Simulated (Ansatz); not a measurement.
## Ge in Ansatz: the effect of functional

Ge:

```
Ge
1.0
     0.00000    2.88439    2.88439
     2.88439    0.00000    2.88439
     2.88439    2.88439    0.00000
Ge
2
Direct
  0.75000 0.75000 0.75000
  0.50000 0.50000 0.50000
```

The cell isn't the ideal one: volume scaled by 1.06.

Alike in all runs:

- Program: Ansatz 0.2.0
- Task: single point
- Potentials or basis: Ansatz PAW
- k mesh: 8 × 8 × 8
- Occupations: fermi-dirac, width 0.05 eV
- Spin: no spin polarisation

| functional | cutoff | pressure (GPa) |
| --- | --- | --- |
| LDA | 420 eV (not typed: the program's choice for these potentials) | -4.6 |
| r2SCAN | 500 eV (not typed: the program's choice for these potentials) | -3.1 |
| PBE | 420 eV (not typed: the program's choice for these potentials) | ? |

Q: What does the run with functional PBE give?

A: Pressure -0.2 GPa.

Caveats: the PAW data sets come from PBE, with cores solved anew for the run's functional, which leaves a small shift of forces and pressure (some runs).
